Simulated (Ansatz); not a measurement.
Geometry optimisation in Ansatz: input, command and trajectory.

```yaml
crystal:
  lattice:
    - [3.2774302441, 0.0, 0.0]
    - [0.0, 3.2168865819, 0.0]
    - [0.0, 0.0, 7.8373272152]
  atoms:
    - { symbol: Si, position: [0.0, 0.0, 0.3345744057] }
    - { symbol: Si, position: [0.5, 0.5, 0.1654255943] }
    - { symbol: Si, position: [0.5, 0.5, 0.8345744057] }
    - { symbol: Si, position: [0.0, 0.0, 0.6654255943] }
    - { symbol: W, position: [0.0, 0.0, 0.0] }
    - { symbol: W, position: [0.5, 0.5, 0.5] }
basis:
  ecutwfc: 420
kpoints:
  mp_grid: { grid: [12, 12, 6] }
hamiltonian:
  xc: pbe
scf:
  occupations: { method: gaussian, width: 0.1 }
output:
  forces: true
  stress: true
  eigenvalues: true
relax:
  adjacent_minimum: "off"
  f_tol: 0.008
  max_steps: 40
  cell: { stress_tol: 0.015, fix: [a, angles] }
```

```bash
ansatz run input.yaml --threads 1 --pin off --max-ram 2560MiB --backend cpu --events-out ev --progress --plain --runs-dir out
```

Theory: DFT PBE, scalar-relativistic, plane waves, PAW in Ansatz.

Of 5 frames 4 are shown, positions in Å and forces in eV/Å; the SCF threshold varies from step to step. Steps run on the plane waves of an earlier cell, with a Pulay correction in the pressure. The basis is chosen afresh for the last frame, the zero of the energies, and at times for earlier ones too; energy and pressure step there, also at an unchanged geometry.

```xyz
6
Lattice="3.2774 0.0000 0.0000 0.0000 3.2169 0.0000 0.0000 0.0000 7.8373" Properties=species:S:1:pos:R:3:forces:R:3 pbc="T T T" step=1 free_energy_over_end_meV_per_atom=0.09 pressure_GPa=-1.35
Si    0.0000    0.0000    2.6222    0.0000    0.0000    0.0117
Si    1.6387    1.6084    1.2965    0.0000    0.0000   -0.0117
Si    1.6387    1.6084    6.5408    0.0000    0.0000    0.0117
Si    0.0000    0.0000    5.2152    0.0000    0.0000   -0.0117
W     0.0000    0.0000    0.0000    0.0000    0.0000    0.0000
W     1.6387    1.6084    3.9187    0.0000    0.0000    0.0000
6
Lattice="3.2774 0.0000 0.0000 0.0000 3.2148 0.0000 0.0000 0.0000 7.8599" Properties=species:S:1:pos:R:3:forces:R:3 pbc="T T T" step=2 free_energy_over_end_meV_per_atom=0.03 pressure_GPa=-1.88
Si    0.0000    0.0000    2.6304    0.0000    0.0000    0.0039
Si    1.6387    1.6074    1.2995    0.0000    0.0000   -0.0039
Si    1.6387    1.6074    6.5604    0.0000    0.0000    0.0039
Si    0.0000    0.0000    5.2295    0.0000    0.0000   -0.0039
W     0.0000    0.0000    0.0000    0.0000    0.0000    0.0000
W     1.6387    1.6074    3.9300    0.0000    0.0000    0.0000
6
Lattice="3.2774 0.0000 0.0000 0.0000 3.2166 0.0000 0.0000 0.0000 7.8536" Properties=species:S:1:pos:R:3:forces:R:3 pbc="T T T" step=3 free_energy_over_end_meV_per_atom=0.01 pressure_GPa=-1.81
Si    0.0000    0.0000    2.6283    0.0000    0.0000    0.0025
Si    1.6387    1.6083    1.2985    0.0000    0.0000   -0.0025
Si    1.6387    1.6083    6.5551    0.0000    0.0000    0.0025
Si    0.0000    0.0000    5.2252    0.0000    0.0000   -0.0025
W     0.0000    0.0000    0.0000    0.0000    0.0000    0.0000
W     1.6387    1.6083    3.9268    0.0000    0.0000    0.0000
6
Lattice="3.2774 0.0000 0.0000 0.0000 3.2163 0.0000 0.0000 0.0000 7.8534" Properties=species:S:1:pos:R:3:forces:R:3 pbc="T T T" step=5 free_energy_over_end_meV_per_atom=0.00 pressure_GPa=-1.78
Si    0.0000    0.0000    2.6285    0.0000    0.0000   -0.0020
Si    1.6387    1.6082    1.2982    0.0000    0.0000    0.0020
Si    1.6387    1.6082    6.5552    0.0000    0.0000   -0.0020
Si    0.0000    0.0000    5.2249    0.0000    0.0000    0.0020
W     0.0000    0.0000    0.0000    0.0000    0.0000    0.0000
W     1.6387    1.6082    3.9267    0.0000    0.0000    0.0000
```

The run took 100 s on 1 thread of Intel(R) Xeon(R) Platinum 8259CL CPU @ 2.50GHz (Skylake/Cascade Lake), with other jobs on the host, peak memory 0.67 GiB.

Spin–orbit coupling is left out, which can shift energies with elements as heavy as these.